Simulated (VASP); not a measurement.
# ZnO (P6_3/mmc) in VASP: settings compared, part 3 of 3

VASP 6.6.1. Earlier steps stand in the parts before.

## (6) Band structure, TB-mBJ

POSCAR reads:

```
ZnO
1.0
    3.2879671587      0.0000000000      0.0000000000
   -1.6439835793      2.8474630862      0.0000000000
    0.0000000000      0.0000000000      7.1304413500
Zn O
2 2
Direct
    0.0000000000      0.0000000000      0.2500000000
    0.0000000000      0.0000000000      0.7500000000
    0.6666666667      0.3333333333      0.7500000000
    0.3333333333      0.6666666667      0.2500000000
```

INCAR.step1 reads:

```
SYSTEM = ZnO
ALGO     = Normal         ! electronic algorithm
EDIFF    = 1E-5           ! SCF threshold, eV
ENCUT    = 520            ! plane-wave cutoff, eV
GGA      = PE             ! functional
ISIF     = 2              ! what is computed and relaxed
ISMEAR   = 0              ! smearing method
LASPH    = .TRUE.         ! aspherical terms in the spheres
LCHARG   = .FALSE.        ! write CHGCAR
LREAL    = .FALSE.        ! projectors in reciprocal space
LWAVE    = .TRUE.         ! write WAVECAR
NELM     = 100            ! most SCF steps
PREC     = Accurate       ! precision mode
SIGMA    = 0.02           ! smearing width, eV
```

INCAR.step2 reads:

```
SYSTEM = ZnO
ALGO     = Normal         ! electronic algorithm
EDIFF    = 1E-7           ! SCF threshold, eV
ENCUT    = 520            ! plane-wave cutoff, eV
ISIF     = 2              ! what is computed and relaxed
ISMEAR   = 0              ! smearing method
ISTART   = 1            
LASPH    = .TRUE.         ! aspherical terms in the spheres
LCHARG   = .FALSE.        ! write CHGCAR
LREAL    = .FALSE.        ! projectors in reciprocal space
LWAVE    = .FALSE.        ! write WAVECAR
METAGGA  = MBJ            ! meta-GGA
NELM     = 100            ! most SCF steps
PREC     = Accurate       ! precision mode
SIGMA    = 0.02           ! smearing width, eV
```

KPOINTS reads:

```
k-points
0
G
  10 10 4
  0 0 0
```

KPOINTS_OPT reads:

```
path GMKGALHA,LM,KH
15
line-mode
reciprocal
 0.0000000000  0.0000000000  0.0000000000  G
 0.5000000000  0.0000000000  0.0000000000  M

 0.5000000000  0.0000000000  0.0000000000  M
 0.3333333333  0.3333333333  0.0000000000  K

 0.3333333333  0.3333333333  0.0000000000  K
 0.0000000000  0.0000000000  0.0000000000  G

 0.0000000000  0.0000000000  0.0000000000  G
 0.0000000000  0.0000000000  0.5000000000  A

 0.0000000000  0.0000000000  0.5000000000  A
 0.5000000000  0.0000000000  0.5000000000  L

 0.5000000000  0.0000000000  0.5000000000  L
 0.3333333333  0.3333333333  0.5000000000  H

 0.3333333333  0.3333333333  0.5000000000  H
 0.0000000000  0.0000000000  0.5000000000  A

 0.5000000000  0.0000000000  0.5000000000  L
 0.5000000000  0.0000000000  0.0000000000  M

 0.3333333333  0.3333333333  0.0000000000  K
 0.3333333333  0.3333333333  0.5000000000  H
```

Potentials or basis: VASP PAW PBE potentials, release 64 (Zn, O).

Launch:

```sh
$ cat potpaw_PBE.64/Zn/POTCAR potpaw_PBE.64/O/POTCAR > POTCAR
$ cp INCAR.step1 INCAR
$ mpirun -np 1 vasp_std > vasp.out
$ cp INCAR.step2 INCAR
$ mpirun -np 1 vasp_std > vasp.out
```

OUTCAR:

```text
SYSTEM = ZnO
   EDIFF = 1E-7
   ENCUT = 520
   ISIF = 2
   ISMEAR = 0
   ISTART = 1
   LASPH = .TRUE.
   LREAL = .FALSE.
   METAGGA = MBJ
   NELM = 100
   PREC = Accurate

 ion  position               nearest neighbor table
   1  0.000  0.000  0.250-   4 1.90   4 1.90   4 1.90
   2  0.000  0.000  0.750-   3 1.90   3 1.90   3 1.90
   3  0.667  0.333  0.750-   2 1.90   2 1.90   2 1.90
[... 803 lines left out ...]

  FORCE on cell =-STRESS in cart. coord.  units (eV):
  Direction    XX          YY          ZZ          XY          YZ          ZX
  --------------------------------------------------------------------------------------
  -------------------------------------------------------------------------------------
  Total     -226.1334136   -226.1334136   -210.5565236     -0.0000000      0.0000000      0.0000000
  in kB    -5427.1688722  -5427.1688721  -5053.3257892     -0.0000001      0.0000000      0.0000000
  external PRESSURE =   -5302.5545112 kB  Pullay stress =       0.0000000 kB

 VOLUME and BASIS-vectors are now :
 -----------------------------------------------------------------------------
  energy-cutoff  :      520.00
  volume of cell :       66.76
      direct lattice vectors                 reciprocal lattice vectors
     3.287967159  0.000000000  0.000000000     0.304139291  0.175594901  0.000000000
    -1.643983579  2.847463086  0.000000000     0.000000000  0.351189803  0.000000000
     0.000000000  0.000000000  7.130441350     0.000000000  0.000000000  0.140243773

 POSITION                                       TOTAL-FORCE (eV/Angst)
 -----------------------------------------------------------------------------------
      0.00000      0.00000      1.78261         0.000000     -0.000000      0.000000
      0.00000      0.00000      5.34783        -0.000000     -0.000000      0.000000
      1.64398      0.94915      5.34783         0.000000      0.000000     -0.000000
     -0.00000      1.89831      1.78261         0.000000      0.000000     -0.000000
 -----------------------------------------------------------------------------------
    total drift:                               -0.000000      0.000000      0.000000

  FREE ENERGIE OF THE ION-ELECTRON SYSTEM (eV)
  ---------------------------------------------------
  free  energy   TOTEN  =       213.4575477868 eV

  energy  without entropy=      213.4575477868  energy(sigma->0) =      213.45754779
```

OSZICAR.step1:

```text
N       E                     dE             d eps       ncg     rms          rms(c)
DAV:   1     0.290134553875E+03    0.29013E+03   -0.18536E+04  1848   0.211E+03
DAV:   2     0.138642774024E+02   -0.27627E+03   -0.26400E+03  2080   0.415E+02
DAV:   3    -0.202823242859E+02   -0.34147E+02   -0.33913E+02  2034   0.156E+02
DAV:   4    -0.210467807649E+02   -0.76446E+00   -0.76331E+00  2118   0.251E+01
DAV:   5    -0.210537905976E+02   -0.70098E-02   -0.70092E-02  2092   0.224E+00    0.158E+01
DAV:   6    -0.168410063252E+02    0.42128E+01   -0.16056E+01  3414   0.858E+01    0.915E+00
DAV:   7    -0.170237302602E+02   -0.18272E+00   -0.32826E+00  1952   0.201E+01    0.551E+00
DAV:   8    -0.170587684243E+02   -0.35038E-01   -0.13019E+00  2410   0.943E+00    0.228E+00
DAV:   9    -0.169632851197E+02    0.95483E-01   -0.31486E-01  2932   0.826E+00    0.453E-01
DAV:  10    -0.169668344082E+02   -0.35493E-02   -0.65938E-02  1950   0.211E+00    0.141E-01
DAV:  11    -0.169673893080E+02   -0.55490E-03   -0.15836E-03  2402   0.934E-01    0.108E-01
DAV:  12    -0.169672689192E+02    0.12039E-03   -0.84440E-04  2942   0.648E-01    0.205E-02
DAV:  13    -0.169672874995E+02   -0.18580E-04   -0.12609E-04  1956   0.999E-02    0.231E-02
DAV:  14    -0.169672906953E+02   -0.31958E-05   -0.10889E-05  1472   0.718E-02
   1 F= -.16967291E+02 E0= -.16967291E+02  d E =-.347770E-13
```

It took 3.1 min on 1 thread of Intel Xeon 6975P-C (Granite Rapids), shared host; peak memory 0.25 GiB.

Results:

```yaml
Band_gap_on_the_k_mesh: 2.36 eV, direct
Band_gap_along_the_path: 2.36 eV, direct
```

Levels at the corners of the path, in eV from the valence-band top:
```
point  band 14  band 15  band 16  band 17  band 18  band 19  band 20  band 21  band 22
    Γ    -2.12     0.00     0.00     0.00     0.00     2.36     5.08     6.55    12.54
    M    -3.09    -1.80    -1.73    -1.26    -1.24     6.79     7.14     7.70    10.33
    M    -3.09    -1.80    -1.73    -1.26    -1.24     6.79     7.14     7.70    10.33
    K    -3.43    -3.35    -2.92    -1.10    -1.10     7.11     8.01    10.02    10.03
    K    -3.43    -3.35    -2.92    -1.10    -1.10     7.11     8.01    10.02    10.03
    Γ    -2.12     0.00     0.00     0.00     0.00     2.36     5.08     6.55    12.54
    Γ    -2.12     0.00     0.00     0.00     0.00     2.36     5.08     6.55    12.54
    A    -2.66     0.00     0.00     0.00     0.00     3.40     3.40     8.93     8.93
    A    -2.66     0.00     0.00     0.00     0.00     3.40     3.40     8.93     8.93
    L    -3.27    -1.77    -1.77    -1.23    -1.23     6.73     6.73     9.14     9.14
    L    -3.27    -1.77    -1.77    -1.23    -1.23     6.73     6.73     9.14     9.14
    H    -3.43    -3.14    -3.14    -1.09    -1.09     7.63     7.63    10.45    10.45
    H    -3.43    -3.14    -3.14    -1.09    -1.09     7.63     7.63    10.45    10.45
    A    -2.66     0.00     0.00     0.00     0.00     3.40     3.40     8.93     8.93
    L    -3.27    -1.77    -1.77    -1.23    -1.23     6.73     6.73     9.14     9.14
    M    -3.09    -1.80    -1.73    -1.26    -1.24     6.79     7.14     7.70    10.33
    K    -3.43    -3.35    -2.92    -1.10    -1.10     7.11     8.01    10.02    10.03
    H    -3.43    -3.14    -3.14    -1.09    -1.09     7.63     7.63    10.45    10.45
```

Caveat: the PAW data sets were made with another functional, which shifts forces and pressure a little.

## (7) Summary

| level | potentials or basis | further INCAR settings | gap on the mesh (eV) |
| --- | --- | --- | --- |
| LDA | VASP PAW LDA potentials, release 64 (Zn, O) | ALGO = Fast; EDIFF = 1e-07 | 0.76 |
| PBE | VASP PAW PBE potentials, release 64 (Zn, O) | ALGO = Fast; EDIFF = 1e-07 | 0.82 |
| PBEsol | VASP PAW PBE potentials, release 64 (Zn, O) | ALGO = Fast; EDIFF = 1e-07 | 0.75 |
| r2SCAN | VASP PAW PBE potentials, release 64 (Zn, O) | ALGO = Normal; EDIFF = 1e-07 | 1.13 |
| TB-mBJ | VASP PAW PBE potentials, release 64 (Zn, O) | ALGO = Normal; EDIFF = 1e-07 | 2.36 |

Alike in all rows: task band structure; no spin polarisation; cell as given; k mesh 10 × 10 × 4; cutoff (eV) 520; smearing gaussian 0.02 eV.

Caveats: the PAW data sets were made with another functional, which shifts forces and pressure a little (some runs).

Absolute energies hang on the potentials; compare differences alone.
